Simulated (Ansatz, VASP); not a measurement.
# CdF2 in VASP and in Ansatz

```
CELL_PARAMETERS angstrom
0.00000 2.69207 2.69207
2.69207 0.00000 2.69207
2.69207 2.69207 0.00000
ATOMIC_POSITIONS crystal
Cd 0.00000 0.00000 0.00000
F 0.25000 0.25000 0.25000
F 0.75000 0.75000 0.75000
```

Alike in both runs: functional PBEsol; k mesh 8 × 8 × 8; occupations gaussian, width 0.02 eV; no spin polarisation.

Ansatz relaxed the structure, and its values are those at the end. VASP's run is a single point on that final structure, the one shown.

|  | VASP | Ansatz |
| --- | --- | --- |
| version | VASP 6.6.1 | Ansatz 0.2.0 |
| potentials or method | VASP PAW PBE potentials, release 64 (Cd, F) | scalar-relativistic, plane waves, PAW |
| plane-wave cutoff (eV) | 520 | 520 |
| valence electrons in the cell | 26 | 34 |

|  | VASP | Ansatz | Ansatz less VASP |
| --- | --- | --- | --- |
| gap on the k mesh at the Fermi level (eV) | 2.91 | 2.94 | +0.033 |
| least direct gap on the mesh (eV) | 3.40 | 3.43 | +0.033 |
| pressure (GPa) | 0.7 | 0.0 | -0.77 |

With one functional, cell and mesh, what is left measures potentials, basis and numerics. The two sets of potentials don't hold the same shells in valence.

Caveats: the PAW data sets were made with another functional, which shifts forces and pressure a little (VASP). Expect the measured gap to be larger: semilocal functionals such as PBEsol lack the derivative discontinuity. A k mesh can miss the band edges.
